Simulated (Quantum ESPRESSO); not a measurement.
# Ir (Fm-3m) in Quantum ESPRESSO: notebook

Runs on Ir. Level: r2SCAN. Tasks: single point, equation of state.

All numbers are computed with Quantum ESPRESSO 7.5; they aren't measurements. Logs are shortened: lines on timing, memory, paths and dates and some standing lists are left out, and cuts for length are marked.

### Step 1. The crystal as given

The structure is cubic, space group Fm-3m (No. 225). The conventional cell has a = 3.831 Å, b = 3.831 Å, c = 3.831 Å, α = 90.00°, β = 90.00°, γ = 90.00°. Ir (site symmetry m-3m) has 12 Ir at 2.71 Å as nearest neighbours.

### Step 2. Single point, r2SCAN, 13.22 Å³/atom

pw.in

```
&CONTROL
  calculation = 'scf'
  prefix = 'pwscf'
  outdir = './tmp'
  pseudo_dir = './pseudo'
  tstress = .true.
  disk_io = 'nowf'
/
&SYSTEM
  ibrav = 0
  nat = 1
  ntyp = 1
  ecutwfc = 68
  nbnd = 15
  input_dft = 'r2scan'
  occupations = 'smearing'
  smearing = 'fd'
  degauss = 0.00367493
  nosym = .true.
  nr1 = 32
  nr2 = 32
  nr3 = 32
/
&ELECTRONS
  conv_thr = 1d-08
  electron_maxstep = 120
  mixing_beta = 0.5
/
ATOMIC_SPECIES
Ir   192.2170 Ir_ONCV_PBE-1.2.upf
CELL_PARAMETERS angstrom
   0.0000000000    1.8764951499    1.8764951499
   1.8764951499    0.0000000000    1.8764951499
   1.8764951499    1.8764951499    0.0000000000
ATOMIC_POSITIONS crystal
Ir     0.0000000000    0.0000000000    0.0000000000
K_POINTS automatic
9 9 9 0 0 0
```

Potentials or basis: SG15 PBE 1.2.

Run with:

```sh
OMP_NUM_THREADS=1 mpirun -n 4 pw.x -nk 4 -in pw.in > pw.out
```

pw.out:

```text
This program is part of the open-source Quantum ESPRESSO suite
     for quantum simulation of materials; please cite
         "P. Giannozzi et al., J. Phys.:Condens. Matter 21 395502 (2009);
         "P. Giannozzi et al., J. Phys.:Condens. Matter 29 465901 (2017);
         "P. Giannozzi et al., J. Chem. Phys. 152 154105 (2020);
     in publications or presentations arising from this work. More details at

     IMPORTANT: XC functional enforced from input :
     Exchange-correlation= R2SCAN
                           (   0   0   0   0   0 497 498)
     Any further DFT definition will be discarded
     Please, verify this is what you really want

     K-points division:     npool     =       4
     Subspace diagonalization in iterative solution of the eigenvalue problem:
     a serial algorithm will be used

     G-vector sticks info
     --------------------
     sticks:   dense  smooth     PW     G-vecs:    dense   smooth      PW
     Sum         475     475    163                 6735     6735    1363

     Using Slab Decomposition

     bravais-lattice index     =            0
     lattice parameter (alat)  =       5.0149  a.u.
     unit-cell volume          =      89.1803 (a.u.)^3
     number of atoms/cell      =            1
     number of atomic types    =            1
     number of electrons       =        17.00
     number of Kohn-Sham states=           15
     kinetic-energy cutoff     =      68.0000  Ry
     charge density cutoff     =     272.0000  Ry
     scf convergence threshold =      1.0E-08
     mixing beta               =       0.5000
     number of iterations used =            8  plain     mixing
     Exchange-correlation= R2SCAN
                           (   0   0   0   0   0 497 498)

     celldm(1)=   5.014889  celldm(2)=   0.000000  celldm(3)=   0.000000
     celldm(4)=   0.000000  celldm(5)=   0.000000  celldm(6)=   0.000000

     crystal axes: (cart. coord. in units of alat)
               a(1) = (   0.000000   0.707107   0.707107 )
               a(2) = (   0.707107   0.000000   0.707107 )
               a(3) = (   0.707107   0.707107   0.000000 )

     reciprocal axes: (cart. coord. in units 2 pi/alat)
               b(1) = ( -0.707107  0.707107  0.707107 )
               b(2) = (  0.707107 -0.707107  0.707107 )
               b(3) = (  0.707107  0.707107 -0.707107 )

     PseudoPot. # 1 for Ir read from file:
     Ir_ONCV_PBE-1.2.upf
     Pseudo is Norm-conserving, Zval = 17.0
     Generated using ONCVPSP code by D. R. Hamann
     Using radial grid of  602 points,  8 beta functions with:
                l(1) =   0
                l(2) =   0
                l(3) =   1
                l(4) =   1
                l(5) =   2
                l(6) =   2
                l(7) =   3
                l(8) =   3

     atomic species   valence    mass     pseudopotential
     Ir               17.00   192.21700     Ir( 1.00)

     No symmetry found

   Cartesian axes

     site n.     atom                  positions (alat units)
         1        Ir     tau(   1) = (   0.0000000   0.0000000   0.0000000  )

     number of k points=   365  Fermi-Dirac smearing, width (Ry)=  0.0037

     Number of k-points >= 100: set verbosity='high' to print them.

     Dense  grid:     6735 G-vectors     FFT dimensions: (  32,  32,  32)

     WARNING: libxc functional with ID  497 depends
      on external parameters: check the user_guide of
      QE if you need to modify them or to check their
      default values.

     WARNING: libxc functional with ID  498 depends
      on external parameters: check the user_guide of
      QE if you need to modify them or to check their
      default values.

     Initial potential from superposition of free atoms

     starting charge      16.9673, renormalised to      17.0000
     Starting wfcs are random

     Self-consistent Calculation

     iteration #  1     ecut=    68.00 Ry     beta= 0.50
     Davidson diagonalization with overlap
     ethr =  1.00E-02,  avg # of iterations =  7.3

     total energy              =    -212.43414749 Ry
     estimated scf accuracy    <       9.45125959 Ry

     iteration #  2     ecut=    68.00 Ry     beta= 0.50
     Davidson diagonalization with overlap
     ethr =  1.00E-02,  avg # of iterations =  1.0

     total energy              =    -212.46523509 Ry
     estimated scf accuracy    <       2.21059751 Ry

     iteration #  3     ecut=    68.00 Ry     beta= 0.50
     Davidson diagonalization with overlap
     ethr =  1.00E-02,  avg # of iterations =  1.0

     total energy              =    -212.46598442 Ry
     estimated scf accuracy    <       0.00568774 Ry

     iteration #  4     ecut=    68.00 Ry     beta= 0.50
     Davidson diagonalization with overlap
     ethr =  3.35E-05,  avg # of iterations =  2.2

     total energy              =    -212.46601690 Ry
     estimated scf accuracy    <       0.00009687 Ry

     iteration #  5     ecut=    68.00 Ry     beta= 0.50
     Davidson diagonalization with overlap
     ethr =  5.70E-07,  avg # of iterations =  3.2

     total energy              =    -212.46601995 Ry
     estimated scf accuracy    <       0.00000467 Ry

     iteration #  6     ecut=    68.00 Ry     beta= 0.50
     Davidson diagonalization with overlap
     ethr =  2.75E-08,  avg # of iterations =  1.2

     total energy              =    -212.46602032 Ry
     estimated scf accuracy    <       0.00000012 Ry

     iteration #  7     ecut=    68.00 Ry     beta= 0.50
     Davidson diagonalization with overlap
     ethr =  6.90E-10,  avg # of iterations =  2.0

     total energy              =    -212.46602035 Ry
     estimated scf accuracy    <       0.00000001 Ry

     iteration #  8     ecut=    68.00 Ry     beta= 0.50
     Davidson diagonalization with overlap
     ethr =  6.38E-11,  avg # of iterations =  2.0

     End of self-consistent calculation

     Number of k-points >= 100: set verbosity='high' to print the bands.

     the Fermi energy is    27.8082 ev

!    total energy              =    -212.46602035 Ry
     estimated scf accuracy    <          1.8E-10 Ry
     smearing contrib. (-TS)   =      -0.00023770 Ry
     internal energy E=F+TS    =    -212.46578265 Ry

     The total energy is F=E-TS. E is the sum of the following terms:
     one-electron contribution =     -32.80379717 Ry
     hartree contribution      =      28.36908944 Ry
     xc contribution           =     -21.20056068 Ry
     ewald contribution        =    -186.83051424 Ry

     convergence has been achieved in   8 iterations

     Computing stress (Cartesian axis) and pressure

          total   stress  (Ry/bohr**3)                   (kbar)     P=      316.04
   0.00214842   0.00000000  -0.00000000          316.04        0.00       -0.00
   0.00000000   0.00214840  -0.00000000            0.00      316.04       -0.00
  -0.00000000  -0.00000000   0.00214840           -0.00       -0.00      316.04

=------------------------------------------------------------------------------=
   JOB DONE.
=------------------------------------------------------------------------------=
```

Wall time 78 s (4 MPI ranks of AMD EPYC 7R43 (Zen 3), shared host); peak memory 0.28 GiB.

Results:

```
Free energy            : -2890.7475 eV
Pressure               : 31.6 GPa
Band gap on the k mesh : none (metal or under the smearing width)
```

Caveat: the k mesh is coarse; the potentials were made for another functional, which shifts forces and pressure.

### Step 3. Single point, r2SCAN, 13.50 Å³/atom

Edit pw.in of step 2 so:

```diff
@@ -31,5 +31,5 @@
 CELL_PARAMETERS angstrom
-   0.0000000000    1.8764951499    1.8764951499
-   1.8764951499    0.0000000000    1.8764951499
-   1.8764951499    1.8764951499    0.0000000000
+   0.0000000000    1.8897103398    1.8897103398
+   1.8897103398    0.0000000000    1.8897103398
+   1.8897103398    1.8897103398    0.0000000000
 ATOMIC_POSITIONS crystal
```

Potentials or basis: SG15 PBE 1.2.

Run with:

```sh
OMP_NUM_THREADS=1 mpirun -n 4 pw.x -nk 4 -in pw.in > pw.out
```

Run time: 89 s. Hardware: 4 MPI ranks of AMD EPYC 7R43 (Zen 3), shared host; peak memory 0.32 GiB.

Results (log left out):

```
Free energy            : -2890.7933 eV
Pressure               : 20.8 GPa
Band gap on the k mesh : none (metal or under the smearing width)
```

Caveat: the k mesh is coarse; the potentials were made for another functional, which shifts forces and pressure.

### Step 4. Single point, r2SCAN, 13.78 Å³/atom

Edit pw.in of step 3 so:

```diff
@@ -31,5 +31,5 @@
 CELL_PARAMETERS angstrom
-   0.0000000000    1.8897103398    1.8897103398
-   1.8897103398    0.0000000000    1.8897103398
-   1.8897103398    1.8897103398    0.0000000000
+   0.0000000000    1.9027432368    1.9027432368
+   1.9027432368    0.0000000000    1.9027432368
+   1.9027432368    1.9027432368    0.0000000000
 ATOMIC_POSITIONS crystal
```

Run with:

```sh
OMP_NUM_THREADS=1 mpirun -n 4 pw.x -nk 4 -in pw.in > pw.out
```

Wall time 96 s (4 MPI ranks of AMD EPYC 7R43 (Zen 3), shared host); peak memory 0.28 GiB.

Results (log left out):

* Free energy: -2890.8214 eV
* Pressure: 11.3 GPa
* Band gap on the k mesh: none (metal or under the smearing width)

Caveat: the k mesh is coarse; the potentials were made for another functional, which shifts forces and pressure.

### Step 5. Single point, r2SCAN, 14.06 Å³/atom

Edit pw.in of step 4 so:

```diff
@@ -31,5 +31,5 @@
 CELL_PARAMETERS angstrom
-   0.0000000000    1.9027432368    1.9027432368
-   1.9027432368    0.0000000000    1.9027432368
-   1.9027432368    1.9027432368    0.0000000000
+   0.0000000000    1.9156000000    1.9156000000
+   1.9156000000    0.0000000000    1.9156000000
+   1.9156000000    1.9156000000    0.0000000000
 ATOMIC_POSITIONS crystal
```

Run with:

```sh
OMP_NUM_THREADS=1 mpirun -n 4 pw.x -nk 4 -in pw.in > pw.out
```

Wall time 83 s (4 MPI ranks of AMD EPYC 7R43 (Zen 3), shared host); peak memory 0.28 GiB.

It converged, with:

| Property | Result |
| --- | --- |
| Free energy | -2890.8336 eV |
| Pressure | 2.8 GPa |
| Band gap on the k mesh | none (metal or under the smearing width) |

Caveat: the k mesh is coarse; the potentials were made for another functional, which shifts forces and pressure.

### Step 6. Single point, r2SCAN, 14.34 Å³/atom

Edit pw.in of step 5 so:

```diff
@@ -31,5 +31,5 @@
 CELL_PARAMETERS angstrom
-   0.0000000000    1.9156000000    1.9156000000
-   1.9156000000    0.0000000000    1.9156000000
-   1.9156000000    1.9156000000    0.0000000000
+   0.0000000000    1.9282864624    1.9282864624
+   1.9282864624    0.0000000000    1.9282864624
+   1.9282864624    1.9282864624    0.0000000000
 ATOMIC_POSITIONS crystal
```

Potentials or basis: SG15 PBE 1.2.

Run with:

```sh
OMP_NUM_THREADS=1 mpirun -n 4 pw.x -nk 4 -in pw.in > pw.out
```

Wall time 86 s (4 MPI ranks of AMD EPYC 7R43 (Zen 3), shared host); peak memory 0.28 GiB.

It converged, with:

```yaml
Free_energy: -2890.8318 eV
Pressure: -4.7 GPa
Band_gap_on_the_k_mesh: none (metal or under the smearing width)
```

Caveat: the k mesh is coarse; the potentials were made for another functional, which shifts forces and pressure.

### Step 7. Single point, r2SCAN, 14.62 Å³/atom

Edit pw.in of step 6 so:

```diff
@@ -31,5 +31,5 @@
 CELL_PARAMETERS angstrom
-   0.0000000000    1.9282864624    1.9282864624
-   1.9282864624    0.0000000000    1.9282864624
-   1.9282864624    1.9282864624    0.0000000000
+   0.0000000000    1.9408081540    1.9408081540
+   1.9408081540    0.0000000000    1.9408081540
+   1.9408081540    1.9408081540    0.0000000000
 ATOMIC_POSITIONS crystal
```

Run with:

```sh
OMP_NUM_THREADS=1 mpirun -n 4 pw.x -nk 4 -in pw.in > pw.out
```

Run time: 81 s. Hardware: 4 MPI ranks of AMD EPYC 7R43 (Zen 3), shared host; peak memory 0.28 GiB.

The run converged. Its results:

| Quantity | Value |
| --- | --- |
| Free energy | -2890.8175 eV |
| Pressure | -11.4 GPa |
| Band gap on the k mesh | none (metal or under the smearing width) |

Caveat: the k mesh is coarse; the potentials were made for another functional, which shifts forces and pressure.

### Step 8. Single point, r2SCAN, 14.90 Å³/atom

Edit pw.in of step 7 so:

```diff
@@ -31,5 +31,5 @@
 CELL_PARAMETERS angstrom
-   0.0000000000    1.9408081540    1.9408081540
-   1.9408081540    0.0000000000    1.9408081540
-   1.9408081540    1.9408081540    0.0000000000
+   0.0000000000    1.9531703226    1.9531703226
+   1.9531703226    0.0000000000    1.9531703226
+   1.9531703226    1.9531703226    0.0000000000
 ATOMIC_POSITIONS crystal
```

Run with:

```sh
OMP_NUM_THREADS=1 mpirun -n 4 pw.x -nk 4 -in pw.in > pw.out
```

Wall time 81 s (4 MPI ranks of AMD EPYC 7R43 (Zen 3), shared host); peak memory 0.32 GiB.

It converged, with:

| Item | Value |
| --- | --- |
| Free energy | -2890.7922 eV |
| Pressure | -17.3 GPa |
| Band gap on the k mesh | none (metal or under the smearing width) |

Caveat: the k mesh is coarse; the potentials were made for another functional, which shifts forces and pressure.

### Step 9. Equation of state, r2SCAN

Potentials or basis: SG15 PBE 1.2.

This step only gathers the single runs of the series.

Results:

- Equilibrium volume: 14.16 Å³/atom
- Bulk modulus: 385 GPa
- Pressure derivative of the bulk modulus: 5.0

Energy against volume, from the lowest point:
```tsv
volume (Å³/atom)	energy (meV/atom)
13.215	86.10
13.496	40.26
13.778	12.22
14.059	0.00
14.340	1.82
14.621	16.08
14.902	41.39
```

Caveat: the k mesh is coarse; the potentials were made for another functional, which shifts forces and pressure.

### Step 10. The reference run

An earlier run on the cell as given: functional PBEsol; potentials or basis GBRV 1.5 PBEsol; cutoff 612 eV; density cutoff 4898 eV; k mesh 12 × 12 × 12; occupations fermi-dirac, width 0.05 eV; no spin polarisation.

- Pressure: -0.7 GPa
- Band gap on the k mesh: none (metal or under the smearing width)
